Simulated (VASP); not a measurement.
## A VASP 6.6.1 single-point calculation on ZnS

INCAR

```
IBRION = -1
ISIF = 2
LASPH = .TRUE.
NELMDL = -12
ISMEAR = -1
NELM = 120
NBANDS = 11
LWAVE = .FALSE.
PREC = Accurate
SIGMA = 0.02
GGA = PE
LCHARG = .FALSE.
ENCUT = 520
EDIFF = 1E-9
NSW = 0
LREAL = .FALSE.
```

KPOINTS

```
KPOINTS created by Atomic Simulation Environment
0
Gamma
8 8 8
0 0 0
```

POSCAR

```
Zn S
 1.0000000000000000
     0.0000000000000000    2.6940858314999998    2.7749084064999998
     2.6940858314999998    0.0000000000000000    2.7749084064999998
     2.6940858314999998    2.6940858314999998    0.0000000000000000
 Zn  S
   1   1
Cartesian
  0.0000000000000000  0.0000000000000000  0.0000000000000000
  1.3470429157499999  1.3470429157499999  1.3874542032499997
```

The recommended PBE PAW datasets give the neutral cell 18 valence electrons.

Command

```
mpirun -np 1 vasp_std
```

OSZICAR

```
N       E                     dE             d eps       ncg     rms          rms(c)
DAV:   1     0.868797742050E+02    0.86880E+02   -0.95229E+03  1306   0.195E+03
DAV:   2    -0.231155653614E-01   -0.86903E+02   -0.83852E+02  1325   0.296E+02
DAV:   3    -0.714291235367E+01   -0.71198E+01   -0.70825E+01  1490   0.849E+01
DAV:   4    -0.727501264350E+01   -0.13210E+00   -0.13198E+00  1448   0.121E+01
DAV:   5    -0.727695213163E+01   -0.19395E-02   -0.19393E-02  1565   0.157E+00
DAV:   6    -0.727700040509E+01   -0.48273E-04   -0.48273E-04  1472   0.240E-01
DAV:   7    -0.727700212281E+01   -0.17177E-05   -0.17176E-05  1562   0.445E-02
DAV:   8    -0.727700219137E+01   -0.68558E-07   -0.68714E-07  1477   0.833E-03
DAV:   9    -0.727700219403E+01   -0.26664E-08   -0.26431E-08  1519   0.161E-03
DAV:  10    -0.727700219414E+01   -0.10596E-09   -0.10521E-09  1079   0.304E-04
...
DAV:  15    -0.684874592068E+01    0.11063E-02   -0.10331E-02  1391   0.111E+00    0.911E-01
DAV:  16    -0.684902287327E+01   -0.27695E-03   -0.16512E-03  1448   0.746E-01    0.140E-01
DAV:  17    -0.684910977021E+01   -0.86897E-04   -0.20164E-04  1454   0.144E-01    0.473E-02
DAV:  18    -0.684918349309E+01   -0.73723E-04   -0.91418E-05  1376   0.815E-02    0.228E-02
DAV:  19    -0.684918332485E+01    0.16824E-06   -0.15243E-06  1545   0.144E-02    0.481E-03
DAV:  20    -0.684918369597E+01   -0.37112E-06   -0.10018E-06  1376   0.113E-02    0.995E-04
DAV:  21    -0.684918369822E+01   -0.22462E-08   -0.31009E-08  1529   0.210E-03    0.309E-04
DAV:  22    -0.684918371774E+01   -0.19520E-07   -0.37923E-09  1425   0.730E-04    0.817E-05
DAV:  23    -0.684918371764E+01    0.10368E-09   -0.46334E-10   853   0.282E-04
   1 F= -.68491837E+01 E0= -.68491837E+01  d E =-.199568E-11
```

Standard output (part)

```
POSCAR found type information on POSCAR ZnS
 POSCAR found :  2 types and       2 ions
 LDA part: xc-table for (Slater+PW92), standard interpolation
 POSCAR, INCAR and KPOINTS ok, starting setup
 WAVECAR not read
 entering main loop
```

From OUTCAR

```
k-points           NKPTS =     59   k-points in BZ     NKDIM =     59   number of bands    NBANDS=     11

   NELECT =      18.0000    total number of electrons

   dimension x,y,z NGX =    30 NGY =   30 NGZ =   28
   dimension x,y,z NGXF=    60 NGYF=   60 NGZF=   56

  energy-cutoff  :      520.00
  volume of cell :       40.28
      direct lattice vectors                 reciprocal lattice vectors
     0.000000000  2.694085831  2.774908406    -0.185591711  0.185591711  0.180186128
     2.694085831  0.000000000  2.774908406     0.185591711 -0.185591711  0.180186128
     2.694085831  2.694085831  0.000000000     0.185591711  0.185591711 -0.180186128

 k-points in reciprocal lattice and weights: KPOINTS created by Atomic Simulation Env
   0.00000000  0.00000000  0.00000000       0.002
   0.12500000  0.00000000  0.00000000       0.016
   0.25000000  0.00000000  0.00000000       0.016
   0.37500000  0.00000000  0.00000000       0.016
   0.50000000  0.00000000  0.00000000       0.008
   0.12500000  0.12500000  0.00000000       0.004
   0.25000000  0.12500000  0.00000000       0.016
   0.37500000  0.12500000  0.00000000       0.016
   ...

 E-fermi :   2.3761

 k-point     1 :       0.0000    0.0000    0.0000
  band No.  band energies     occupation
      1     -11.0806      2.00000
      2      -4.3539      2.00000
      3      -4.3361      2.00000
      4      -4.3361      2.00000
      5      -3.8733      2.00000
      6      -3.8659      2.00000
      7       1.8424      2.00000
      8       1.9503      2.00000
      9       1.9503      2.00000
     10       3.9354      0.00000
     11       8.3311      0.00000

 k-point     2 :       0.1250    0.0000    0.0000
  band No.  band energies     occupation
      1     -10.9680      2.00000
      2      -4.3437      2.00000
      3      -4.3240      2.00000
      4      -4.3155      2.00000
      5      -3.8738      2.00000
      6      -3.8683      2.00000
      7       0.8107      2.00000
      8       1.7309      2.00000
      9       1.8163      2.00000
     10       4.7599      0.00000
     11       8.2096      0.00000

 k-point     3 :       0.2500    0.0000    0.0000
  band No.  band energies     occupation
      1     -10.6745      2.00000
      2      -4.2967      2.00000
      3      -4.2784      2.00000
      4      -4.2698      2.00000
      5      -3.8680      2.00000
      6      -3.8675      2.00000
      7      -0.8698      2.00000
      8       1.4039      2.00000
      9       1.5234      2.00000
     10       5.3239      0.00000
     11       8.7174      0.00000

 k-point     4 :       0.3750    0.0000    0.0000
  band No.  band energies     occupation
      1     -10.3425      2.00000
      2      -4.2546      2.00000
      3      -4.2327      2.00000
      4      -4.0722      2.00000
      5      -3.8558      2.00000
      6      -3.8472      2.00000
      7      -2.3556      2.00000
      8       1.1126      2.00000
      9       1.2620      2.00000
     10       5.2505      0.00000
     11       8.8253      0.00000

 k-point     5 :       0.5000    0.0000    0.0000
  band No.  band energies     occupation
      1     -10.1906      2.00000
      2      -4.2442      2.00000
      3      -4.2207      2.00000
      4      -3.8463      2.00000
      5      -3.8373      2.00000
      6      -3.6742      2.00000
      7      -3.2357      2.00000
      8       0.9993      2.00000
      9       1.1605      2.00000
     10       5.1719      0.00000
     11       8.7457      0.00000

 ...

  Total        0.1588340      0.1588340     -0.1606530      0.0000000      0.0000000      0.0000000
  in kB        6.3176066      6.3176066     -6.3899565      0.0000000      0.0000000      0.0000000
  external PRESSURE =       2.0817523 kB  Pullay stress =       0.0000000 kB

 POSITION                                       TOTAL-FORCE (eV/Angst)
 -----------------------------------------------------------------------------------
      0.00000      0.00000      0.00000         0.000000      0.000000      0.000000
      1.34704      1.34704      1.38745        -0.000000     -0.000000     -0.000000
 -----------------------------------------------------------------------------------
    total drift:                                0.000006      0.000006      0.000017

  FREE ENERGIE OF THE ION-ELECTRON SYSTEM (eV)
  ---------------------------------------------------
  free  energy   TOTEN  =        -6.8491837176 eV

  energy  without entropy=       -6.8491837176  energy(sigma->0) =       -6.84918372
```

It converged. Results: gap between bands v and c on the k mesh 1.99 eV; least direct gap on the k mesh 1.99 eV; pressure 0.2 GPa. Band v is the last that the valence electrons fill when counted band by band, and c is the next.

For comparison, a separate PBE run of the intended cell, on usual settings and not on those above, gives a gap of 1.99 eV on its mesh and a pressure of 0.2 GPa.

The run above took about 38 s on one core of a shared host (Intel Xeon Platinum 8488C) and held 0.18 GiB at most.
